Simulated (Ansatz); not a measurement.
## Sb in Ansatz: the effect of target pressure

Sb:

```
CELL_PARAMETERS angstrom
0.00000 2.37124 2.37124
2.37124 0.00000 2.37124
2.37124 2.37124 0.00000
ATOMIC_POSITIONS crystal
Sb 0.00000 0.00000 0.00000
```

This isn't the form of Sb at room conditions, which is rhombohedral.

Alike in all runs:

| Quantity | Value |
| --- | --- |
| Program | Ansatz 0.2.0 |
| Task | relaxation of cell and atoms |
| Functional | PBEsol |
| Potentials or basis | all-electron LAPW, scalar-relativistic |
| Basis error allowed | 0.001 eV/atom |
| k mesh | 10 × 10 × 10 |
| Occupations | fermi-dirac, width 0.05 eV |
| Spin | no spin polarisation |

Each run relaxes the cell or the atoms first.

| target pressure | relaxed volume (Å³/atom) |
| --- | --- |
| 0 GPa | 26.15 |
| 5 GPa | 24.45 |
| 10 GPa | 23.24 |
| 20 GPa | 21.52 |
| 30 GPa | ? |

**Question.** What does the run with target pressure 30 GPa give?

**Answer.** Relaxed volume 20.32 Å³/atom.

Worked out: In Murnaghan's law V^(-B') rises as a straight line in P. The other rows fit best with B' = 4.5, V0 = 26.15 Å³/atom and B0 = 64 GPa, which gives 20.33 Å³/atom at 30 GPa, against the run's 20.32.

Caveats: the volume moved by over 15 % at a fixed basis, so the end points are rough (some runs).
